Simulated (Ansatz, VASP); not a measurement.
# One calculation of AgCl, two programs

```
CELL_PARAMETERS angstrom
0.00000 2.71654 2.71654
2.71654 0.00000 2.71654
2.71654 2.71654 0.00000
ATOMIC_POSITIONS crystal
Ag 0.50000 0.50000 0.50000
Cl 0.00000 0.00000 0.00000
```

Change from the starting cell: volume scaled by 0.94, PAW files.

Alike in both runs: task electric field gradients; functional PBE; k mesh 8 × 8 × 8; occupations fermi-dirac, width 0.02 eV; no spin polarisation.

|  | VASP | Ansatz |
| --- | --- | --- |
| version | VASP 6.6.1 | Ansatz 0.2.0 |
| potentials or method | VASP PAW PBE potentials, release 64 (Ag, Cl) | PAW with Ansatz's default frozen-core files, scalar-relativistic |
| plane-wave cutoff (eV) | 520 | 420 |
| valence electrons in the cell | 18 | 26 |

```tsv
	VASP	Ansatz	Ansatz less VASP
gap on the k mesh at the Fermi level (eV)	0.90	0.90	+0.003
pressure (GPa)	5.1	5.2	+0.16
Vzz of the field gradient on the site that differs most (V/Å²)	0.0	0.0	0.00
```

The two sets of potentials don't hold the same shells in valence. Ansatz warned: «gradients_without_spin_orbit».

A k mesh can miss the band edges.
